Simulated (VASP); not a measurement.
**BN: relaxation of cell and atoms with AM05**

BN:

```
N B
1.0
     1.25112    0.72234    3.37293
    -1.25112    0.72234    3.37293
     0.00000   -1.44467    3.37293
N B
1 1
Cartesian
  0.0000 0.0000 6.7517
  0.0000 0.0000 0.0033
```

The cell is a database's computed one.

```json
{
 "Program": "VASP 6.6.1",
 "Task": "relaxation of cell and atoms",
 "Functional": "AM05",
 "Potentials or basis": "VASP PAW PBE potentials, release 64 (N, B)",
 "Cutoff": "600 eV",
 "k mesh": "12 × 12 × 12",
 "Occupations": "fermi-dirac, width 0.05 eV",
 "Spin": "no spin polarisation",
 "Further INCAR settings": "ALGO = Normal; EDIFF = 1e-06; IBRION = 2; EDIFFG = -0.005; NSW = 40; ISIF = 3"
}
```

```json
{"Relaxed volume": "10.51 Å³/atom", "Relaxed cell": "a = 4.128 Å, b = 4.128 Å, c = 4.128 Å, α = 35.34°, β = 35.34°, γ = 35.34°", "Space group after relaxing (to 0.05 Å)": "R3m (No. 160)", "Energy gained by relaxing": "5.6 meV/atom", "Ionic steps": "31", "Pressure after relaxing": "0.0 GPa", "Band gap on the k mesh": "4.46 eV, indirect (least direct gap 4.63 eV)"}
```

Stress tensor (GPa, compression positive):
```
-0.06  0.00  0.00
 0.00 -0.06  0.00
 0.00  0.00  0.03
```

Step by step:
```csv
step,energy change (eV),largest force (eV/Å),pressure (GPa),volume (Å³)
1,0.0000,0.0040,1.36,18.29
2,-0.0002,0.0000,-1.15,18.50
3,-0.0005,0.0017,-0.08,18.41
4,-0.0014,0.0009,-0.10,18.51
5,-0.0039,0.0096,-0.01,18.82
6,-0.0074,0.0312,0.14,19.44
7,-0.0107,0.0854,0.45,20.68
8,-0.0088,0.1599,-2.08,21.23
9,-0.0111,0.0119,-0.31,20.84
10,-0.0106,0.1004,0.87,20.90
11,-0.0111,0.0165,-0.02,20.85
12,-0.0111,0.0134,0.31,20.85
13,-0.0111,0.0029,0.13,20.85
14,-0.0111,0.0202,-0.12,20.89
15,-0.0111,0.0068,0.02,20.87
16,-0.0111,0.0060,0.03,20.87
17,-0.0111,0.0007,0.00,20.88
18,-0.0111,0.0168,-0.14,20.91
19,-0.0111,0.0071,-0.06,20.89
20,-0.0111,0.0080,-0.05,20.90
21,-0.0111,0.0107,-0.03,20.90
22,-0.0111,0.0161,0.01,20.92
23,-0.0112,0.0130,0.04,20.92
24,-0.0112,0.0037,0.08,20.93
25,-0.0112,0.0150,0.18,20.95
26,-0.0112,0.0024,0.12,20.94
27,-0.0112,0.0060,0.05,20.95
28,-0.0112,0.0095,-0.02,20.97
29,-0.0112,0.0080,-0.04,20.98
30,-0.0112,0.0038,-0.12,21.01
31,-0.0112,0.0011,-0.03,21.02
```

Final structure:
```yaml
crystal:
  lattice:
    - [1.25279, 0.72330, 3.86573]
    - [-1.25279, 0.72330, 3.86573]
    - [0.00000, -1.44660, 3.86573]
  atoms:
    - { symbol: N, position: [0.66713, 0.66713, 0.66713] }
    - { symbol: B, position: [0.00044, 0.00044, 0.00044] }
```

Levels at points of the mesh, in eV from the valence-band top:
```
           k point  band 2  band 3  band 4  band 5  band 6  band 7
(0.00, 0.00, 0.00)   -4.77   -1.29   -1.29    4.68   11.54   11.54
(0.50, 0.00, 0.00)   -8.89   -4.10   -0.79    5.02    9.70   12.62
(0.50, 0.50, 0.00)   -8.85   -4.12   -1.03    4.46    9.86   13.50
(0.50, 0.50, 0.50)   -5.71   -1.30   -1.30    8.63   11.07   11.52
```

Wall time 11 min on 1 thread of Intel(R) Xeon(R) Platinum 8488C (Sapphire Rapids), on a shared host, peak memory 0.17 GiB.

Caveat: the PAW data sets were made with another functional, which shifts forces and pressure a little. A k mesh can miss the band edges.
